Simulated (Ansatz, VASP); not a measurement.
One calculation of AgCl, two programs

Contents of INCAR:

```
SYSTEM = AgCl
ALGO     = Fast           ! electronic algorithm
EDIFF    = 1E-6           ! SCF threshold, eV
ENCUT    = 520            ! plane-wave cutoff, eV
GGA      = PE             ! functional
ISIF     = 2              ! what is computed and relaxed
ISMEAR   = 0              ! smearing method
LASPH    = .True.         ! aspherical terms in the spheres
LCHARG   = .False.        ! write CHGCAR
LREAL    = .False.        ! projectors in reciprocal space
LWAVE    = .False.        ! write WAVECAR
NBANDS   = 16             ! bands
NELM     = 100            ! most SCF steps
PREC     = Accurate       ! precision mode
SIGMA    = 0.02           ! smearing width, eV
```

KPOINTS

```
k-points
0
Gamma
  14 14 14
  0 0 0
```

File POSCAR:

```
AgCl
1.0
    3.4339730000      0.0000000000      0.0000000000
    0.0000000000      3.4339730000      0.0000000000
    0.0000000000      0.0000000000      3.4339730000
Ag Cl
1 1
Direct
    0.0000000000      0.0000000000      0.0000000000
    0.5000000000      0.5000000000      0.5000000000
```

Input for Ansatz:

```yaml
crystal:
  lattice:
    - [3.433973, 0.0, 0.0]
    - [0.0, 3.433973, 0.0]
    - [0.0, 0.0, 3.433973]
  atoms:
    - { symbol: Ag, position: [0.0, 0.0, 0.0] }
    - { symbol: Cl, position: [0.5, 0.5, 0.5] }
basis:
  ecutwfc: 420
kpoints:
  mp_grid: { grid: [14, 14, 14] }
hamiltonian:
  xc: pbe
scf:
  occupations: { method: gaussian, width: 0.02 }
output:
  forces: true
  stress: true
  eigenvalues: true
```

Alike in both runs: task single point; functional PBE; k mesh 14 × 14 × 14; occupations gaussian, width 0.02 eV; no spin polarisation.

|  | VASP | Ansatz |
| --- | --- | --- |
| version | VASP 6.6.1 | Ansatz 0.2.0 |
| potentials or method | VASP PAW PBE potentials, release 64 (Ag, Cl) | scalar-relativistic, plane waves, PAW |
| plane-wave cutoff (eV) | 520 | 420 |
| valence electrons in the cell | 18 | 26 |

```csv
,VASP,Ansatz,Ansatz less VASP
gap on the k mesh at the Fermi level (eV),0.57,0.57,0.000
least direct gap on the mesh (eV),2.08,2.07,-0.001
pressure (GPa),-0.2,-0.1,+0.12
```

The two sets of potentials don't hold the same shells in valence.

A k mesh can miss the band edges. A hybrid or GW would open this gap; PBE tends to underestimate it.
